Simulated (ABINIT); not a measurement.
Write the native input for ABINIT 10.8.3 (patched build) that does the following.

```yaml
Task: equation of state
Functional: PBE
Dispersion: D3(BJ)
Potentials_or_basis: JTH PAW PBE v2.0
Cutoff: 435 eV
k_mesh: 12 × 12 × 12
Occupations: fermi-dirac, width 0.05 eV
Spin: no spin polarisation
Fine-grid_cutoff: 870.764 eV
Exchange_and_correlation_inside_the_PAW_spheres: full angular mesh (pawxcdev 0, this build's default; the released program takes 1)
```

Crystal: W.

```
W
1.0
    -1.58234    1.58234    1.58234
     1.58234   -1.58234    1.58234
     1.58234    1.58234   -1.58234
W
1
Cartesian
  0.0000 0.0000 0.0000
```

These files were run (other wordings do the same):

run.abi

```
ndtset 7
getwfk -1
scalecart1 3*0.9795861087
scalecart2 3*0.9864848297
scalecart3 3*0.9932883884
scalecart4 3*1.0000000000
scalecart5 3*1.0066227096
scalecart6 3*1.0131594038
scalecart7 3*1.0196128224

pp_dirpath "./"
pseudos "W.GGA_PBE-JTH.xml"

acell 3*1.0 Angstrom
rprim
    -1.5823450000     1.5823450000     1.5823450000
     1.5823450000    -1.5823450000     1.5823450000
     1.5823450000     1.5823450000    -1.5823450000
ntypat 1
znucl 74
natom 1
typat 1
xred
     0.0000000000     0.0000000000     0.0000000000

ecut 16.0
pawecutdg 32.0

kptopt 1
ngkpt 12 12 12
nshiftk 1
shiftk 0.0 0.0 0.0

ixc 11
vdw_xc 7

nband 11
occopt 3
tsmear 0.05 eV

nstep 100
tolvrs 1.0e-9

iomode 3
prtwf 1
prtden 0
prteig 0
prtebands 0
enunit 1
```

Potentials or basis: JTH PAW PBE v2.0.

The run is started by

```console
$ abinit run.abi > log 2>&1
```

It gave:

```json
{
  "Equilibrium volume": "15.80 Å³/atom",
  "Bulk modulus": "316 GPa",
  "Pressure derivative of the bulk modulus": "3.7"
}
```

Caveat: pressures at fixed basis lie under the slope of the energies.

Run time: 63 s on 1 thread of Intel(R) Xeon(R) Processor @ 2.70GHz (shared host), peak memory 0.13 GiB.
